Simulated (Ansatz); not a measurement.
**Random displacements in Mo**

Theory: Ansatz 0.2.0, DFT PBEsol, scalar-relativistic, plane waves, PAW. Settings: plane waves to 420 eV, k-mesh 12×12×12 (Γ-centred), Gaussian smearing 0.15 eV. No spin polarisation. Energies are free energies at this smearing, counted from the undisturbed cell; pressure is positive in compression.

Zero of the scan (relaxed at this level; this form isn't the usual structure):

```xyz
8
Lattice="0.0000 0.0000 -4.9841 2.7423 4.7499 0.0000 2.7423 -4.7499 0.0000" Properties=species:S:1:pos:R:3 pbc="T T T"
Mo    2.7423    0.0000   -1.2460
Mo    2.7423    0.0000   -3.7381
Mo    1.3712    2.3749   -1.2460
Mo    1.3712    2.3749   -3.7381
Mo    1.3712   -2.3749   -1.2460
Mo    1.3712   -2.3749   -3.7381
Mo    0.0000    0.0000   -1.2460
Mo    0.0000    0.0000   -3.7381
```

The atoms are displaced (Å, in the unstrained cell):

```
atom ux uy uz
 Mo1   0.006  -0.131   0.036
 Mo2  -0.094  -0.045  -0.381
 Mo3  -0.025   0.131   0.085
 Mo4  -0.088   0.053  -0.106
 Mo5  -0.082   0.034   0.359
 Mo6   0.144  -0.121   0.026
 Mo7  -0.010   0.046   0.083
 Mo8   0.149   0.033  -0.101
```

Strain (Voigt, engineering shear): (0.0097, 0.0468, -0.0081, -0.0500, -0.0325, 0.0297).

Problem. What are the energy change, the stress and the forces?

Solution. ΔE = 213.4 meV/atom; stress (xx, yy, zz, yz, xz, xy; compression positive) (-0.43, -2.82, 11.88, -4.67, -1.77, -0.47) GPa.
| atom | Fx (eV/Å) | Fy | Fz |
| --- | --- | --- | --- |
| Mo1 | -0.37 | 1.67 | -6.25 |
| Mo2 | 1.00 | 0.49 | 3.36 |
| Mo3 | 0.14 | -1.25 | -1.92 |
| Mo4 | 1.52 | -0.16 | 1.75 |
| Mo5 | -0.09 | -0.08 | -2.01 |
| Mo6 | -1.18 | 0.13 | 4.55 |
| Mo7 | 0.39 | 0.83 | -1.53 |
| Mo8 | -1.40 | -1.63 | 2.05 |

Cost: 1 run of about 4.4 core-minutes, on Intel Xeon 6975P-C (Granite Rapids) (shared hosts).